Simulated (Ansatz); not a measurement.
# Ti: the cost of one run

Computed with Ansatz 0.2.0 (DFT PBE+D3(BJ), scalar-relativistic, plane waves, PAW, unless a step's input says otherwise).

2 further runs of the same task are left out: 2 set aside as unsound or not needed.

**1. The system as given**

The structure is hexagonal, space group P6_3/mmc (No. 194). The conventional cell has a = 3.504 Å, b = 3.504 Å, c = 11.442 Å, α = 90.00°, β = 90.00°, γ = 120.00°. Around Pb (site symmetry -3m) lie 12 Pb at 3.50 Å. Pb (site symmetry -6m2) has 12 Pb at 3.50 Å as nearest neighbours.

As a file:

```
Pb
1.0
     3.50360    0.00000    0.00000
    -1.75180    3.03421    0.00000
     0.00000    0.00000   11.44195
Pb
4
Direct
  0.00000 0.00000 0.00000
  0.33333 0.66667 0.25000
  0.00000 0.00000 0.50000
  0.66667 0.33333 0.75000
```

It goes back to an entry of the Materials Project, which need not be the stable form.

This cell was relaxed beforehand with the same method: volume 30.41 Å³/atom, gap on the mesh none (metal).

**2. Swap Pb → Ti**

The start of Ti: fractional positions of relaxed Pb, cell scaled by 1.065, a guess from tabulated radii.

**3. Probe: one point at the start (Ti)**

input.yaml

```yaml
crystal:
  lattice:
    - [3.7312578716, 0.0, 0.0]
    - [-1.8656289358, 3.2313641049, 0.0]
    - [0.0, 0.0, 12.1854174592]
  atoms:
    - { symbol: Ti, position: [0.0, 0.0, 0.0] }
    - { symbol: Ti, position: [0.3333333333, 0.6666666667, 0.25] }
    - { symbol: Ti, position: [0.0, 0.0, 0.5] }
    - { symbol: Ti, position: [0.6666666667, 0.3333333333, 0.75] }
basis:
  ecutwfc: 420
kpoints:
  mp_grid: { grid: [6, 6, 2] }
hamiltonian:
  xc: pbe
  dispersion: d3bj
scf:
  occupations: { method: gaussian, width: 0.1 }
output:
  forces: true
  stress: true
  eigenvalues: true
```

Started as:

```bash
ansatz run input.yaml --threads 1 --pin off --max-ram 2560MiB --backend cpu --events-out ev --progress --plain --runs-dir out
```

**Question.** How long does this run take on 1 thread of Arm Neoverse V1, shared host, and how much memory does it need?

About 4.6 s, with a peak of 0.36 GiB.
